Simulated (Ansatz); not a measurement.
Computed with Ansatz, DFT PBE, scalar-relativistic, plane waves, PAW. All cells share a 420 eV cutoff and Γ-centred k meshes spaced at most about 0.3 Å⁻¹ (about 0.25 or finer for metals, 2π included). No spin polarisation.

These are static total energies at zero pressure.

Two relaxed structures of Al₂As₅:

A. Space group P3m1 (No. 156), trigonal, a = 3.965 Å, c = 23.716 Å. Around Al on its first site lie 4 As at 2.47–2.51 Å; around Al on its second site lie 4 As at 2.44–2.51 Å; Al on its third site is surrounded by 4 As at 2.44–2.51 Å; Al on its fourth site has 4 As at 2.44–2.53 Å; around As on its first site lie 3 Al at 2.47 Å and 3 As at 3.15 Å; 9 more sites not described.

B. Space group C2/m (No. 12), monoclinic, a = 8.776 Å, b = 7.722 Å, c = 5.136 Å, β = 102.8°. Al is surrounded by 5 As at 2.54–2.60 Å; As on a site of symmetry 2/m is surrounded by 2 Al at 2.54 Å and 4 As at 2.77 Å; around As on a site of symmetry 1 lie 1 As at 2.46 Å, 2 Al at 2.58–2.60 Å and 1 As at 2.77 Å.

Question: Which would you expect to be lower, and how large is the difference?

Answer: A is lower, by 185 meV/atom. A has space group P3m1 (No. 156), 23.1 Å³/atom and no gap on its mesh; B has space group C2/m (No. 12), 24.2 Å³/atom and no gap. Counting As atoms around Al (those within 1.25 times the shortest such distance or 1.15 times the sum of covalent radii), A has Al 4 and B has Al 5. A holds As–As nets (shortest 2.59 Å); B holds As–As pairs (shortest 2.46 Å). Both come from invented guesses.

No dispersion correction is applied, so the spacing and binding between layers, chains or molecules are poorly described (P3m1), and this can change margins and order among such cells. In C2/m an odd number of electrons in the primitive cell allows no gap without spin; a larger cell or a magnetic state could open one. Cells relaxed within their symmetry can be saddle points.
